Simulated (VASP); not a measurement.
# PtSe2 (R-3m) in VASP: single point with PBE

Aim: the single point of PtSe2 with PBE.

Program: VASP 6.6.1. These are calculated values, not measurements. Logs are shortened: lines on timing, memory, paths and dates and some standing lists are left out, and cuts for length are marked.

## Step 1: Starting point

The structure is trigonal, space group R-3m (No. 166). Conventional cell: a = 3.691 Å, b = 3.691 Å, c = 17.282 Å, α = 90.00°, β = 90.00°, γ = 120.00°. Around Pt (site symmetry -3m) lie 6 Se at 2.51 Å. Se (site symmetry 3m) has 3 Pt at 2.51 Å as nearest neighbours.

The cell was built by a generator and needn't be a form met in nature.

## Step 2: Single point, PBE

File INCAR:

```
SYSTEM = PtSe2
  ALGO = Normal
  EDIFF = 1E-6
  ENCUT = 520
  GGA = PE
  ISIF = 2
  ISMEAR = 0
  LASPH = .TRUE.
  LCHARG = .FALSE.
  LREAL = .FALSE.
  LWAVE = .FALSE.
  NBANDS = 18
  NELM = 100
  PREC = Accurate
  SIGMA = 0.01
```

File KPOINTS:

```
k-points
0
G
  6 6 6
  0 0 0
```

File POSCAR:

```
PtSe2
1.0
    1.8457016919      1.0656163687      5.7607123393
   -1.8457016919      1.0656163687      5.7607123393
    0.0000000000     -2.1312327373      5.7607123393
Pt Se
1 2
Direct
    0.0000000000      0.0000000000      0.0000000000
    0.2567812155      0.2567812155      0.2567812155
    0.7432187845      0.7432187845      0.7432187845
```

Potentials or basis: VASP PAW PBE potentials, release 64 (Pt, Se).

Launch:

```console
cat potpaw_PBE.64/Pt/POTCAR potpaw_PBE.64/Se/POTCAR > POTCAR
mpirun -np 1 vasp_std > vasp.out
```

OUTCAR:

```text
SYSTEM = PtSe2
   EDIFF = 1E-6
   ENCUT = 520
   GGA = PE
   ISIF = 2
   ISMEAR = 0
   LASPH = .TRUE.
   LREAL = .FALSE.
   NELM = 100
   PREC = Accurate

 ion  position               nearest neighbor table
   1  0.000  0.000  0.000-   3 2.51   2 2.51   3 2.51   3 2.51   2 2.51   2 2.51
   2  0.257  0.257  0.257-   1 2.51   1 2.51   1 2.51
   3  0.743  0.743  0.743-   1 2.51   1 2.51   1 2.51

  LATTYP: Found a trigonal (rhomboedric) cell.
 ALAT       =     6.1423089825
 COS(alpha) =     0.8194116635

  Lattice vectors:

 A1 = (   1.8457016919,   1.0656163687,   5.7607123393)
 A2 = (  -1.8457016919,   1.0656163687,   5.7607123393)
 A3 = (   0.0000000000,  -2.1312327373,   5.7607123393)

Analysis of symmetry for initial positions (statically):
=====================================================================
 Subroutine PRICEL returns:
 Original cell was already a primitive cell.

 Routine SETGRP: Setting up the symmetry group for a
 trigonal (rhombohedral) supercell.

 Subroutine GETGRP returns: Found 12 space group operations
 (whereof 12 operations were pure point group operations)
 out of a pool of 12 trial point group operations.

The static configuration has the point symmetry D_3d.

Analysis of symmetry for dynamics (positions and initial velocities):
=====================================================================
 Subroutine PRICEL returns:
 Original cell was already a primitive cell.

 Routine SETGRP: Setting up the symmetry group for a
 trigonal (rhombohedral) supercell.

 Subroutine GETGRP returns: Found 12 space group operations
 (whereof 12 operations were pure point group operations)
 out of a pool of 12 trial point group operations.

The dynamic configuration has the point symmetry D_3d.

 Subroutine INISYM returns: Found 12 space group operations
 (whereof 12 operations are pure point group operations),
 and found     1 'primitive' translations

----------------------------------------------------------------------------------------

                                     Primitive cell

  volume of cell :      67.9814

  direct lattice vectors                    reciprocal lattice vectors
     1.845701692  1.065616369  5.760712339     0.270899681  0.156404004  0.057863214
    -1.845701692  1.065616369  5.760712339    -0.270899681  0.156404004  0.057863214
     0.000000000 -2.131232737  5.760712339     0.000000000 -0.312808008  0.057863214

  length of vectors
     6.142308983  6.142308983  6.142308983     0.318114761  0.318114761  0.318114761

  position of ions in fractional coordinates (direct lattice)
     0.000000000  0.000000000  0.000000000
     0.256781215  0.256781215  0.256781215
     0.743218785  0.743218785  0.743218785

  ion indices of the primitive-cell ions
   primitive index   ion index
                 1           1
                 2           2
                 3           3

----------------------------------------------------------------------------------------

 KPOINTS: k-points

Automatic generation of k-mesh.
 Grid dimensions read from file:
 generate k-points for:    6    6    6

 Generating k-lattice:

  Cartesian coordinates                     Fractional coordinates (reciprocal lattice)
     0.045149947  0.026067334  0.009643869     0.166666667  0.000000000  0.000000000
    -0.045149947  0.026067334  0.009643869     0.000000000  0.166666667  0.000000000
     0.000000000 -0.052134668  0.009643869    -0.000000000 -0.000000000  0.166666667

  Length of vectors
     0.053019127  0.053019127  0.053019127

  Shift w.r.t. Gamma in fractional coordinates (k-lattice)
     0.000000000  0.000000000  0.000000000

 Subroutine IBZKPT returns following result:
 ===========================================

 Found     32 irreducible k-points:

 Following reciprocal coordinates:
            Coordinates               Weight
  0.000000  0.000000  0.000000      1.000000
  0.166667 -0.000000 -0.000000      6.000000
  0.333333 -0.000000 -0.000000      6.000000
  0.500000  0.000000 -0.000000      3.000000
  0.166667  0.166667 -0.000000      6.000000
  0.333333  0.166667 -0.000000     12.000000
[... 16 lines left out ...]
  0.500000  0.500000  0.166667      6.000000
 -0.333333  0.500000  0.166667     12.000000
 [... further k-points ...]
   k-points           NKPTS =     32   k-points in BZ     NKDIM =     32   number of bands    NBANDS=     18
   number of dos      NEDOS =    301   number of ions     NIONS =      3
   total plane-waves  NPLWV = 110592
   dimension x,y,z NGX =    48 NGY =   48 NGZ =   48
   dimension x,y,z NGXF=    96 NGYF=   96 NGZF=   96
   ions per type =               1   2
   NGX,Y,Z   is equivalent  to a cutoff of  12.99, 12.99, 12.99 a.u.
   NGXF,Y,Z  is equivalent  to a cutoff of  25.98, 25.98, 25.98 a.u.
 SYSTEM =  PtSe2
   PREC   = accura    normal or accurate (medium, high low for compatibility)
   ISTART =      0    job   : 0-new  1-cont  2-samecut
   ICHARG =      2    charge: 1-file 2-atom 10-const
   ISPIN  =      1    spin polarized calculation?
   LNONCOLLINEAR =      F non collinear calculations
   LSORBIT =      F    spin-orbit coupling
   LASPH  =      T    aspherical Exc in radial PAW
   ENCUT  =  520.0 eV  38.22 Ry    6.18 a.u.  11.42 11.42 11.42*2*pi/ulx,y,z
   NELM   =    100;   NELMIN=  2; NELMDL= -5     # of ELM steps
   EDIFF  = 0.1E-05   stopping-criterion for ELM
   LREAL  =      F    real-space projection
   EDIFFG = 0.1E-04   stopping-criterion for IOM
   NSW    =      0    number of steps for IOM
   IBRION =     -1    ionic relax: 0-MD 1-quasi-New 2-CG
   NFREE  =      0    steps in history (QN), initial steepest desc. (CG)
   ISIF   =      2    stress and relaxation
   ISYM   =      2    0-nonsym 1-usesym 2-fastsym
   POTIM  = 0.5000    time-step for ionic-motion
   TEBEG  =    0.0;   TEEND  =   0.0 temperature during run
   PSTRESS=    0.0 pullay stress
   NELECT =      22.0000    total number of electrons
   NUPDOWN=      -1.0000    fix difference up-down
   EMIN   =  10.00;   EMAX   =-10.00  energy-range for DOS
   EFERMI =   0.00;   METHOD = LEGACY
   ISMEAR =     0;   SIGMA  =   0.01  broadening in eV -4-tet -1-fermi 0-gaus
   EFERMI_NEDOS =   21; number of points for ismear=-14 and -15
   IALGO  =     38    algorithm
   IMIX   =      4    mixing-type and parameters
     AMIX     =   0.40;   BMIX     =  1.00
     AMIX_MAG =   1.60;   BMIX_MAG =  1.00
  volume/ion in A,a.u.               =      22.66       152.92
  Fermi-wavevector in a.u.,A,eV,Ry     =   1.123964  2.123984 17.188177  1.263295
  Thomas-Fermi vector in A             =   2.260633
   LORBIT       =      0    0 simple, 1 ext, 2 COOP (PROOUT), +10 PAW based schemes
   GGA     = PE    functional components
   LHFCALC =     F    Hartree Fock is set to
   AEXX    =    0.0000 exact exchange contribution
   IVDW    =     0    specifies the selected vdW correction
   LEPSILON=     F    determine dielectric tensor
   LRPA    =     F    only Hartree local field effects (RPA)
 non-spin polarized calculation
 Gauss-broadening in eV      SIGMA  =   0.01
  energy-cutoff  :      520.00
  volume of cell :       67.98
 maximum number of plane-waves:      1845
 NGX is ok and might be reduce to    48
   NGX = 23   NGY = 23   NGZ = 23

 number of electron      22.0000000 magnetization

 Free energy of the ion-electron system (eV)
  ---------------------------------------------------
  ext. energy  EPLUGINS =         0.00000000
  ---------------------------------------------------
  free energy    TOTEN  =       -14.24226856 eV

  energy without entropy =      -14.24226856  energy(sigma->0) =      -14.24226856

 E-fermi :   4.9615     XC(G=0):  -9.9339

 val. band max:        4.8922235841   @ k =   0.0000   0.0000   0.0000
 cond. band min:       5.5828442531   @ k =  -0.3333   0.1667  -0.0000
 fundamental gap:      0.6906206690
 Fermi energy:         4.9614597933

 k-point     1 :       0.0000    0.0000    0.0000
  band No.  band energies     occupation
      1      -9.9593      2.00000
      2      -7.8643      2.00000
      3      -1.4561      2.00000
      4      -0.8859      2.00000
      5      -0.8859      2.00000
      6       1.3592      2.00000
[... 10 lines left out ...]
     17      12.4640      0.00000
     18      15.7164      0.00000

 k-point     2 :       0.1667   -0.0000   -0.0000
  band No.  band energies     occupation
      1      -9.6552      2.00000
      2      -7.9178      2.00000
      3      -1.1453      2.00000
      4      -0.7839      2.00000
      5      -0.7232      2.00000
      6       0.8830      2.00000
[... 10 lines left out ...]
     17      13.5534      0.00000
     18      14.3728      0.00000

 k-point     3 :       0.3333   -0.0000   -0.0000
  band No.  band energies     occupation
      1      -8.9193      2.00000
      2      -8.0300      2.00000
      3      -1.1409      2.00000
      4      -0.5009      2.00000
      5      -0.3167      2.00000
      6       0.1315      2.00000
[... 10 lines left out ...]
     17      14.2298      0.00000
     18      14.7063      0.00000

 k-point     4 :       0.5000    0.0000   -0.0000
  band No.  band energies     occupation
      1      -8.4250      2.00000
      2      -8.1143      2.00000
      3      -1.8228      2.00000
      4      -0.4822      2.00000
      5      -0.0663      2.00000
      6       0.5759      2.00000
[... 375 lines left out ...]
      4      -0.5789      2.00000
      5       0.1479      2.00000
      6       0.3040      2.00000
[... 10 lines left out ...]
     17      13.5454      0.00000
     18      14.6085      0.00000

 k-point    23 :       0.5000    0.5000    0.1667
  band No.  band energies     occupation
      1      -8.7771      2.00000
      2      -8.1963      2.00000
      3      -1.3008      2.00000
      4      -0.6112      2.00000
      5      -0.4521      2.00000
      6       0.5479      2.00000
[... 10 lines left out ...]
     17      13.6525      0.00000
     18      14.0837      0.00000

 k-point    24 :      -0.3333    0.5000    0.1667
  band No.  band energies     occupation
      1      -8.3467      2.00000
      2      -8.1917      2.00000
      3      -1.5954      2.00000
      4      -0.6474      2.00000
      5      -0.1554      2.00000
      6       0.5734      2.00000
[... 10 lines left out ...]
     17      13.0035      0.00000
     18      14.7705      0.00000

 [... further k-points ...]

------------------------ aborting loop because EDIFF is reached ----------------------------------------

  FORCE on cell =-STRESS in cart. coord.  units (eV):
  Direction    XX          YY          ZZ          XY          YZ          ZX
  --------------------------------------------------------------------------------------
  -------------------------------------------------------------------------------------
  Total        1.7651116      1.7651116      1.1090722      0.0000000      0.0000000      0.0000000
  in kB       41.5999616     41.5999616     26.1384953      0.0000000      0.0000000      0.0000000
  external PRESSURE =      36.4461395 kB  Pullay stress =       0.0000000 kB

 VOLUME and BASIS-vectors are now :
 -----------------------------------------------------------------------------
  energy-cutoff  :      520.00
  volume of cell :       67.98
      direct lattice vectors                 reciprocal lattice vectors
     1.845701692  1.065616369  5.760712339     0.270899681  0.156404004  0.057863214
    -1.845701692  1.065616369  5.760712339    -0.270899681  0.156404004  0.057863214
     0.000000000 -2.131232737  5.760712339     0.000000000 -0.312808008  0.057863214

 POSITION                                       TOTAL-FORCE (eV/Angst)
 -----------------------------------------------------------------------------------
      0.00000      0.00000      0.00000         0.000000     -0.000000     -0.000000
      0.00000      0.00000      4.43773         0.000000     -0.000000     -0.139240
      0.00000      0.00000     12.84441         0.000000      0.000000      0.139240
 -----------------------------------------------------------------------------------
    total drift:                               -0.000000     -0.000000     -0.000000

  FREE ENERGIE OF THE ION-ELECTRON SYSTEM (eV)
  ---------------------------------------------------
  free  energy   TOTEN  =       -14.2422685643 eV

  energy  without entropy=      -14.2422685643  energy(sigma->0) =      -14.24226856
```

Run time: 98 s. Hardware: 1 thread of Intel Xeon Platinum 8488C (Sapphire Rapids), shared host; peak memory 0.31 GiB.

Results:

| Quantity | Value |
| --- | --- |
| Free energy | -14.2423 eV |
| Pressure | 3.6 GPa |
| Largest force | 0.139 eV/Å |
| Band gap on the k mesh | 0.69 eV, indirect (least direct gap 1.01 eV) |

Forces in eV/Å, atoms in the order of the input:
```
Pt   0.000  0.000  0.000
Se   0.000  0.000 -0.139
Se   0.000  0.000  0.139
```

Caveat: spin-orbit coupling is left out, which moves the levels of the heavy elements.
